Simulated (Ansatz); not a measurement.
# FeO (P-6m2) in Ansatz: reference runs

How does FeO come out in PBE? The cell is run as given and disturbed.

Program: Ansatz 0.2.0. These are calculated values, not measurements. Logs are shortened: lines on timing, memory, paths and dates and some standing lists are left out, and cuts for length are marked.

### 1 The structure

It takes space group P-6m2 (No. 187, hexagonal). Conventional cell: a = 2.903 Å, b = 2.903 Å, c = 2.833 Å, α = 90.00°, β = 90.00°, γ = 120.00°. Fe (site symmetry -6m2) has 6 O at 2.19 Å as nearest neighbours. O (site symmetry -6m2) has 6 Fe at 2.19 Å as nearest neighbours.

The cell comes from a database or a generator and needn't be the stable form of this composition.

### 2 Single point, PBE, collinear spin, ferromagnetic start

input.yaml

```yaml
crystal:
  lattice:
    - [2.90290551, 0.0, 0.0]
    - [-1.45145275, 2.51398992, 0.0]
    - [0.0, 0.0, 2.83309195]
  atoms:
    - { symbol: Fe, position: [0.0, 0.0, 0.0], spin: 3.0 }
    - { symbol: O, position: [0.6666666667, 0.3333333333, 0.5] }
hamiltonian:
  xc: pbe
  pseudopotentials: { kind: paw }
magnetization:
  spin_polarized: true
kpoints:
  mp_grid: { grid: [10, 10, 9] }
scf:
  occupations: { method: fermi_dirac, width: 0.05 }
output:
  forces: true
  stress: true
  eigenvalues: true
```

Potentials or basis: Ansatz PAW.

On the command line:

```
$ ansatz run input.yaml --threads 2 --pin off --max-ram 5632MiB --backend cpu --events-out ev --progress --plain --runs-dir out
```

What it wrote:

```text
Warning: RAYON_NUM_THREADS=2 ignored (pool sized by the plan → 2); use --threads N
Engine: ansatz 0.2.0, aarch64-unknown-linux-gnu
Pseudopotentials: kind: paw
Pseudopotential: Fe, paw, valence charge 16, recommended cutoff 420 eV (normal), Fe.paw.azcp
Pseudopotential: O, paw, valence charge 6, recommended cutoff 420 eV (normal), O.paw.azcp
Functional definition: PBE
  parameter kappa = 0.804
  parameter beta = 0.06672455060314922
  exchange = pbe_x(kappa = kappa, mu = beta*pi^2/3)
  correlation = pbe_c(beta = beta)
Crystal: 2 atoms, lattice volume = 20.676 Å³
Basis set: ecut = 420 eV, 405 PW (Γ), exchange–correlation on 40×40×40 points (8 copies of the dense FFT grid, shifted against one another)
Bands: 17, of which v1, the nominal top of the filled ones, is band 11 counted from 1 (10 counted from 0)
Symmetry: 12 space group operations
Space group: P-6m2 (ITA 187), of the structure as read, at distance tolerance 2.7e-5 Å
Magnetic group: BNS 187.209 (UNI 1439), of the structure as read, at distance tolerance 2.7e-5 Å
k-points: 70 of 900 (time reversal used)
Non-local potential: Fe, projectors of the file, l = 0: 3, l = 1: 2, l = 2: 3, l = 3: 1
Non-local potential: O, projectors of the file, l = 0: 2, l = 1: 2, l = 2: 1
PAW form: soft (Blöchl's): semilocal exchange-correlation on the pseudo side does not see the compensation charge
PAW one-centre angular grid: Fe, 590 points (default); XC on 64 Gauss nodes
PAW one-centre angular grid: O, 110 points (default); XC on 64 Gauss nodes
Initial density: superposition of atomic densities (chi_scale 0.1, normalization cell, long waves kept (reshape's long-wave potential 0.00 eV rms))
Starting moments: Σ|m| = 3 μB on 1 of 2 sites
Initial wavefunctions: pseudopotential atomic-orbital guess
Functional: x = pbe(κ = 0.804, μ = 0.2195149727645171), c = pbe(β = 0.06672455060314922)
SCF iter   1: F=—  HF=-5046.925745 eV  |F-HF|=—  |Δ(HF+E_count)|=         —  Δρ=1.36e-1 (↑1.36e-1 ↓7.37e-2)  dr2=3.86e0  dr2_m=1.22e0  M=3.751 μB ∫|m|=3.761 μB  β_m=0.30  ethr=3.10e-3  ⟨swp⟩=4.3  Hψ=9916  notcnv=0
Mixer restart at iter 1: flushing history
preconditioner: auto → none  [metal: Δε(μ)=0.004 eV  Ē_g=13.059 eV  σ=0.050 eV  W_gap=0.02  n_scr=8 (ndim 8)  ℏωp=30.6 eV  f_vac=0.000  D(μ)=1.61/eV (n_scr^D=20)  sad-step TF]
SCF iter   2: F=—  HF=-5047.049838 eV  |F-HF|=—  |Δ(HF+E_count)|=   1.24e-1  Δρ=8.86e-2 (↑8.86e-2 ↓6.37e-2)  dr2=4.20e-1  dr2_m=1.01e0  M=3.980 μB ∫|m|=3.999 μB  β_m=0.48  ethr=3.10e-3  ⟨swp⟩=2.8  Hψ=5563  notcnv=0  defer=56
SCF iter   3: F=—  HF=-5047.173044 eV  |F-HF|=—  |Δ(HF+E_count)|=   1.23e-1  Δρ=3.63e-2 (↑3.63e-2 ↓3.20e-2)  dr2=4.87e-1  dr2_m=1.12e-1  M=3.971 μB ∫|m|=4.002 μB  β_m=0.51  ethr=1.91e-3  ⟨swp⟩=2.0  Hψ=4171  notcnv=0  defer=82
SCF iter   4: F=—  HF=-5047.149324 eV  |F-HF|=—  |Δ(HF+E_count)|=   2.37e-2  Δρ=6.35e-3 (↑6.35e-3 ↓4.11e-3)  dr2=1.00e-2  dr2_m=1.16e-3  M=4.000 μB ∫|m|=4.048 μB  β_m=0.50  ethr=1.91e-3  ⟨swp⟩=2.3  Hψ=3835  notcnv=0  defer=82
SCF iter   5: F=—  HF=-5047.151935 eV  |F-HF|=—  |Δ(HF+E_count)|=         —  Δρ=3.57e-3 (↑3.57e-3 ↓2.51e-3)  dr2=2.42e-3  dr2_m=3.54e-4  M=4.000 μB ∫|m|=4.051 μB  β_m=0.50  ethr=4.55e-5  ⟨swp⟩=2.4  Hψ=5073  notcnv=0  defer=95
Mixer restart at iter 5: flushing history
SCF iter   6: F=—  HF=-5047.154280 eV  |F-HF|=—  |Δ(HF+E_count)|=   2.34e-3  Δρ=1.06e-3 (↑1.06e-3 ↓8.49e-4)  dr2=1.23e-4  dr2_m=1.04e-4  M=4.000 μB ∫|m|=4.052 μB  β_m=0.62  ethr=1.10e-5  ⟨swp⟩=2.3  Hψ=4356  notcnv=0  defer=100
SCF iter   7: F=—  HF=-5047.155743 eV  |F-HF|=—  |Δ(HF+E_count)|=   1.46e-3  Δρ=1.66e-3 (↑1.10e-3 ↓1.66e-3)  dr2=1.01e-3  dr2_m=2.61e-5  M=4.000 μB ∫|m|=4.054 μB  β_m=0.66  ethr=5.60e-7  ⟨swp⟩=2.0  Hψ=4188  notcnv=0  defer=99
SCF iter   8: F=—  HF=-5047.155984 eV  |F-HF|=—  |Δ(HF+E_count)|=   2.40e-4  Δρ=8.23e-4 (↑8.23e-4 ↓5.21e-4)  dr2=2.03e-4  dr2_m=1.24e-5  M=4.000 μB ∫|m|=4.055 μB  β_m=0.60  ethr=5.60e-7  ⟨swp⟩=2.0  Hψ=4645  notcnv=0  defer=102
SCF iter   9: F=—  HF=-5047.155933 eV  |F-HF|=—  |Δ(HF+E_count)|=   5.06e-5  Δρ=2.27e-4 (↑2.27e-4 ↓1.06e-4)  dr2=5.17e-6  dr2_m=4.03e-6  M=4.000 μB ∫|m|=4.055 μB  β_m=0.62  ethr=5.60e-7  ⟨swp⟩=2.0  Hψ=3361  notcnv=0  defer=102
SCF iter  10: F=—  HF=-5047.155916 eV  |F-HF|=—  |Δ(HF+E_count)|=   1.65e-5  Δρ=6.04e-5 (↑6.04e-5 ↓4.12e-5)  dr2=1.78e-7  dr2_m=4.53e-7  M=4.000 μB ∫|m|=4.055 μB  β_m=0.81  ethr=2.35e-8  ⟨swp⟩=2.5  Hψ=3552  notcnv=0  defer=102
SCF iter  11: F=—  HF=-5047.155917 eV  |F-HF|=—  |Δ(HF+E_count)|=   2.20e-7  Δρ=6.70e-6 (↑6.70e-6 ↓2.74e-6)  dr2=2.97e-9  dr2_m=3.62e-9  M=4.000 μB ∫|m|=4.055 μB  β_m=0.82  ethr=8.10e-10  ⟨swp⟩=2.0  Hψ=3562  notcnv=0  defer=102
SCF iter  12: F=-5047.155917 eV  HF=-5047.155917 eV  |F-HF|=7.64e-11  |Δ(HF+E_count)|=   1.42e-9  Δρ=9.51e-7 (↑5.21e-7 ↓9.51e-7)  dr2=2.14e-10  dr2_m=6.00e-11  M=4.000 μB ∫|m|=4.055 μB  ethr=1.35e-11  ⟨swp⟩=3.8  Hψ=8423  notcnv=0
SCF 1 converged in 12 iterations: F = -5047.155917 eV  dr2 = 2.14e-10
SCF converged after 12 iterations
Magnetization: 3.9999 μB (13.0000 up, 9.0000 down)
Absolute magnetization: 4.0553 μB (∫|ρ↑−ρ↓|, with the PAW one-centre terms)
Spin contamination: 0.0236 ħ² per cell (⟨S²⟩ above its minimum at these occupations)
Per-site moments (μB) at R_I (Å): [(3.4694739907089787, 0.9052054714301915), (0.3713633533615578, 0.9052054714301915)]
Free energy (F): -5047.155917 eV
Harris-Foulkes:  -5047.155917 eV  (|F-HF|=7.64e-11)
Internal energy: -5047.154948 eV  (E = F + TS)
E sigma→0 (E₀):  -5047.155432 eV
Entropy (-TS):   -0.000969 eV (-0.484 meV/atom)
Fermi energy:    13.299801 eV
--- Per-component energies (eV) ---
  E_band       = -284.695386
  E_kinetic    = 513.116640
  E_local      = -2653.554173  (includes V_loc(G=0)·N_el)
  E_nonlocal   = 277.245601
  E_hartree    = 1079.243861
  E_xc         = -187.600228
  E_vxc        = -240.533768  (∫ρ·V_xc dr)
  E_paw        = -1528.072758  (= ΣΔE_a)
  E_vpaw       = -339.460568  (= ΣTr[D̂ρ^β])
  E_aug_tail   = 0.003421  (compensation charges beyond the density's cutoff)
  E_ewald      = -2547.537313
  E_smearing   = -0.000969  (= −TS)
  E_closure    = 0.000000  (closes the sum)
  Σ components = -5047.155917   (vs F -5047.155917, Δ=0.00e0)
--- Forces (eV/Å), atoms counted from 1 ---
  atom   1  Fe    -0.00000000     0.00000000     0.00000000
  atom   2  O      0.00000000    -0.00000000     0.00000000
  max |Σ_I F_I| component: 2.78e-17 eV/Å
--- Stress (GPa, compression-positive) ---
       -8.772532       0.000000       0.000000
        0.000000      -8.772532       0.000000
        0.000000       0.000000     -13.722011
  P = ⅓ Tr σ = -10.4224 GPa (-104.224 kbar)
--- Band table (eV; the first three rows and the last of 140) ---
  k-point 0 ↑: bands = ["-76.3406", "-42.4282", "-42.3041", "-42.3041", "-6.6177", "8.5024", "8.5024", "8.9221", "9.7373", "10.4955", "10.4955", "12.2196", "12.2196", "13.4887", "27.1324", "28.8471", "28.8471"]
  k-point 1 ↑: bands = ["-76.3400", "-42.4355", "-42.3035", "-42.3035", "-6.5258", "8.2562", "8.5573", "8.5573", "9.8694", "10.3795", "10.3795", "12.2485", "12.2485", "14.1428", "26.4261", "29.1286", "29.1286"]
  k-point 2 ↑: bands = ["-76.3384", "-42.4541", "-42.3020", "-42.3020", "-6.2813", "6.9648", "8.6927", "8.6927", "10.1428", "10.1428", "10.2261", "12.2652", "12.2652", "15.4722", "24.6584", "29.9605", "29.9605"]
  k-point 69 ↓: bands = ["-72.1398", "-38.3193", "-38.3040", "-38.2845", "-4.4484", "7.5222", "7.7572", "8.9458", "12.9509", "14.5158", "14.5442", "15.2216", "16.1712", "19.7754", "22.3965", "25.6131", "27.1419"]
```

Run time: 3.6 s. Hardware: 2 threads of Arm Neoverse V2, shared host; peak memory 0.32 GiB.

What came out:

| Item | Value |
| --- | --- |
| Free energy | -5047.1559 eV |
| Pressure | -10.4 GPa |
| Band gap on the k mesh | none (metal or under the smearing width) |
| Net moment | 4.00 μB per cell |
| Absolute moment | 4.06 μB per cell |
| Site moments | Fe +3.47; O +0.37 μB |

Levels at points of the mesh, in eV from the Fermi level:
Spin up:
```
            k point  band 11  band 12  band 13  band 14  band 15  band 16
 (0.00, 0.00, 0.00)    -2.80    -1.08    -1.08     0.19    13.83    15.55
(0.00, -0.50, 0.00)    -2.14    -2.11    -0.63     4.98     8.01    14.05
```
Spin down:
```
            k point  band 6  band 7  band 8  band 9  band 10  band 11  band 12  band 13
 (0.00, 0.00, 0.00)   -3.21   -3.21   -2.98   -1.82     1.09     1.29     1.29     1.40
(0.00, -0.50, 0.00)   -6.90   -3.57   -3.06   -1.38     1.09     1.12     1.37     2.32
```

Caveat: the pressure holds a Pulay correction of +0.6 GPa for the finite cutoff; a cell with one magnetic atom can't hold antiferromagnetic order, which such compounds often take; semilocal functionals often make such compounds metallic where correlation or magnetic order opens a gap, which also shifts bond lengths.

### 3 Single point, PBE, collinear spin, ferromagnetic start (atoms moved at random, drawn with an rms of 0.05 Å)

Edit input.yaml of step 2 so:

```diff
@@ -6,4 +6,4 @@
   atoms:
-    - { symbol: Fe, position: [0.0, 0.0, 0.0], spin: 3.0 }
-    - { symbol: O, position: [0.6666666667, 0.3333333333, 0.5] }
+    - { symbol: Fe, position: [0.011593, 0.004496, -0.018671], spin: 3.0 }
+    - { symbol: O, position: [0.645766, 0.327962, 0.507437] }
 hamiltonian:
```

Potentials or basis: Ansatz PAW.

On the command line:

```
$ ansatz run input.yaml --threads 2 --pin off --max-ram 5632MiB --backend cpu --events-out ev --progress --plain --runs-dir out
```

Run time: 22 s. Hardware: 2 threads of Arm Neoverse V2, shared host; peak memory 0.59 GiB.

The run converged. Its results:

* Free energy: -5047.1332 eV
* Pressure: -9.3 GPa
* Largest force: 0.423 eV/Å
* Band gap on the k mesh: none (metal or under the smearing width)
* Net moment: 4.00 μB per cell
* Absolute moment: 4.05 μB per cell
* Site moments: Fe +3.41; O +0.37 μB

Forces in eV/Å, atoms in the order of the input:
```
Fe  -0.313 -0.111  0.261
O    0.313  0.111 -0.261
```

Stress tensor (GPa, compression positive):
```
 -7.62   0.32  -1.04
  0.32  -8.05  -0.40
 -1.04  -0.40 -12.20
```

Levels at points of the mesh, in eV from the Fermi level:
Spin up:
| k point | band 10 | band 11 | band 12 | band 13 | band 14 | band 15 | band 16 | band 17 |
| --- | --- | --- | --- | --- | --- | --- | --- | --- |
| (0.00, 0.00, 0.00) | -2.81 | -2.74 | -1.21 | -0.94 | 0.20 | 13.73 | 15.33 | 15.82 |
| (0.00, -0.50, 0.00) | -2.90 | -2.14 | -2.05 | -0.68 | 5.00 | 7.93 | 13.93 | 16.19 |
| (-0.50, 0.00, 0.00) | -2.90 | -2.20 | -2.10 | -0.41 | 4.95 | 8.10 | 13.99 | 16.02 |
| (-0.50, -0.50, 0.00) | -2.90 | -2.14 | -2.05 | -0.79 | 5.04 | 7.88 | 14.01 | 16.12 |
Spin down:
| k point | band 7 | band 8 | band 9 | band 10 | band 11 | band 12 |
| --- | --- | --- | --- | --- | --- | --- |
| (0.00, 0.00, 0.00) | -3.24 | -3.10 | -1.68 | 0.92 | 1.22 | 1.31 |
| (0.00, -0.50, 0.00) | -3.57 | -3.20 | -1.24 | 1.09 | 1.13 | 1.38 |
| (-0.50, 0.00, 0.00) | -3.72 | -3.02 | -1.42 | 1.13 | 1.14 | 1.36 |
| (-0.50, -0.50, 0.00) | -3.51 | -3.21 | -1.27 | 1.08 | 1.12 | 1.39 |

Caveat: the pressure holds a Pulay correction of +0.6 GPa for the finite cutoff; a cell with one magnetic atom can't hold antiferromagnetic order, which such compounds often take; semilocal functionals often make such compounds metallic where correlation or magnetic order opens a gap, which also shifts bond lengths.
